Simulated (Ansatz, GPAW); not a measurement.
Given: the input of a run of GPAW 26.7.0 (ASE script) on Pb (Lead). 

run.py

```python
from ase.dft.bandgap import bandgap
from ase.io import read, write
from ase.units import GPa
from gpaw import GPAW, PW

atoms = read('POSCAR')

calc = GPAW(mode=PW(600),
            xc='PBE',
            kpts={'size': (9, 9, 9), 'gamma': True},
            occupations={'name': 'methfessel-paxton', 'order': 0, 'width': 0.022},
            nbands=14,
            convergence={'density': 1e-05, 'energy': 1e-05},
            maxiter=150,
            txt='gpaw.txt')
atoms.calc = calc
energy = atoms.get_potential_energy()
forces = atoms.get_forces()
stress = atoms.get_stress()
calc.write('gs.gpw')
write('result.traj', atoms)
print(f'Energy: {energy:.6f} eV')
print('Forces (eV/A):')
print(forces.round(4))
print('Stress (GPa):', (stress / GPa).round(3))
print('Fermi level:', round(calc.get_fermi_level(), 4), 'eV')
print(f'Gap: {bandgap(calc)[0]:.4f} eV, direct: {bandgap(calc, direct=True)[0]:.4f} eV')
```

File POSCAR:

```
Pb
1.0
    0.0000000000      2.4750200000      2.4750200000
    2.4750200000      0.0000000000      2.4750200000
    2.4750200000      2.4750200000      0.0000000000
Pb
1
Direct
    0.0000000000      0.0000000000      0.0000000000
```

Potentials or basis: GPAW PAW data sets (gpaw-data 1.2.1), pw.

Launch:

```console
$ OMP_NUM_THREADS=1 python run.py
```

**Question.** What does the same run look like in Ansatz 0.2.0? Potentials or basis there: all-electron LAPW, scalar-relativistic.

**Answer.** As run (cutoffs and basis follow the program's own potentials, and thresholds, step limits or extra output files can differ):

input.yaml

```yaml
crystal:
  lattice:
    - [0.0, 2.47502, 2.47502]
    - [2.47502, 0.0, 2.47502]
    - [2.47502, 2.47502, 0.0]
  atoms:
    - { symbol: Pb, position: [0.0, 0.0, 0.0] }
kpoints:
  mp_grid: { grid: [9, 9, 9] }
scf:
  occupations: { method: gaussian, width: 0.022 }
hamiltonian:
  xc: pbe
  pseudopotentials: { kind: all_electron, lapw: { basis_error: 0.001 } }
output:
  forces: true
  stress: true
  eigenvalues: true
```

Potentials or basis: all-electron LAPW, scalar-relativistic.

The run is started by

```sh
$ ansatz run input.yaml --threads 1 --pin off --max-ram 3072MiB --backend cpu --events-out ev --progress --plain --runs-dir out
```

Both were run:

|  | GPAW | Ansatz |
| --- | --- | --- |
| Pressure | 2.0 GPa | 2.3 GPa |

Where Ansatz's input types no cutoff or centring, it takes its own default and a Γ-centred mesh.

Pressure is positive in compression.
